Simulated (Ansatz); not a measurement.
## CdTe (F-43m), tetragonal deformation path

All numbers below come from DFT r2SCAN, scalar-relativistic, plane waves, PAW in Ansatz. The runs took a 500 eV cutoff, a Γ-centred 8×8×8 mesh and Gaussian smearing (0.05 eV). Spin–orbit coupling is left out, which matters for the heavy elements here. No spin polarisation. Energies are free energies at this smearing, counted from the undisturbed cell; pressure is positive in compression.

Zero of the scan (as given, not relaxed at this level; it stands at 3.2 GPa):

```yaml
crystal:
  lattice:
    - [0.00000, 3.20500, 3.20500]
    - [3.20500, 0.00000, 3.20500]
    - [3.20500, 3.20500, 0.00000]
  atoms:
    - { symbol: Cd, position: [0.00000, 0.00000, 0.00000] }
    - { symbol: Te, position: [0.75000, 0.75000, 0.75000] }
```

At fixed volume and fractional coordinates, lengths along (0.000, 0.000, 1.000) are scaled against those across it; ρ is that ratio over its starting value.

```csv
ρ,ΔE (meV/atom),pressure (GPa),gap on the mesh (eV)
0.650,?,?,0.41
0.707,68.1,0.8,0.69
0.780,38.6,?,?
0.850,18.9,2.7,1.07
0.920,5.8,3.1,1.21
0.960,1.5,3.2,1.30
1.000,0.0,3.2,1.39
1.050,2.5,3.2,1.32
1.100,10.6,3.0,1.22
1.200,45.2,2.6,0.95
1.300,106.7,?,?
1.414,?,?,0.00
1.500,311.3,1.1,0.00
```

Where the gap reads zero the k-mesh, chosen for the insulator, is on the coarse side.

Task: Give the withheld values.

Result: ΔE (meV/atom) at ρ = 0.650: 102.6; pressure (GPa) at ρ = 0.650: -0.3; pressure (GPa) at ρ = 0.780: 1.9; gap on the mesh (eV) at ρ = 0.780: 0.91; pressure (GPa) at ρ = 1.300: 2.1; gap on the mesh (eV) at ρ = 1.300: 0.54; ΔE (meV/atom) at ρ = 1.414: 210.7; pressure (GPa) at ρ = 1.414: 1.5.